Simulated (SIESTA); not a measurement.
PbSe (Clausthalite) under changes of volume

One of the cells (29.244 Å³/atom); the others are scaled copies at fixed shape and fractional positions:

```
CELL_PARAMETERS angstrom
0.00000 3.08092 3.08092
3.08092 0.00000 3.08092
3.08092 3.08092 0.00000
ATOMIC_POSITIONS crystal
Pb 0.00000 0.00000 0.00000
Se 0.50000 0.50000 0.50000
```

* Program: SIESTA 5.4.2
* Functional: PBEsol
* Potentials or basis: PseudoDojo 0.4 standard (PBEsol files)
* Basis: DZP (energy shift 0.003 Ry; two zetas on semicore shells)
* Grid cutoff: 500 Ry
* Energy shift: 0.003 Ry
* k mesh: 8 × 8 × 8
* Occupations: fermi-dirac, width 0.05 eV
* Spin: no spin polarisation

| volume (Å³/atom) | energy over the lowest point (meV/atom) | pressure (GPa) | gap on the mesh (eV) |
| --- | --- | --- | --- |
| 26.951 | 31.55 | 4.9 | 0.06 |
| 27.524 | 16.74 | 3.4 | 0.14 |
| 28.097 | 6.76 | 2.1 | 0.22 |
| 29.244 | 0.00 | -0.1 | 0.36 |
| 29.818 | 3.29 | -1.1 | 0.42 |
| 30.391 | ? | ? | ? |

Question: What does the run at 30.391 Å³/atom give?

Answer: Energy over the lowest point 8.83 meV/atom; pressure -2.0 GPa; gap on the mesh 0.47 eV.

Worked out: A Birch-Murnaghan fit of order 3 (a polynomial in V^(-2/3)) to the other rows has its minimum at 29.10 Å³/atom with B0 = V·E''(V) = 62 GPa (rough, since the energies scatter). It gives 10.71 meV/atom at 30.391 Å³/atom, against the run's 8.83, and -dE/dV = -2.7 GPa, against -2.0.

Energies are extrapolated to zero smearing.

Caveats: spin-orbit coupling is left out, which as a rule narrows the gap of such compounds by several tenths of an eV; the basis of atomic orbitals isn't converged, which shifts pressures, moduli and gaps.

A mesh can miss the band edges.
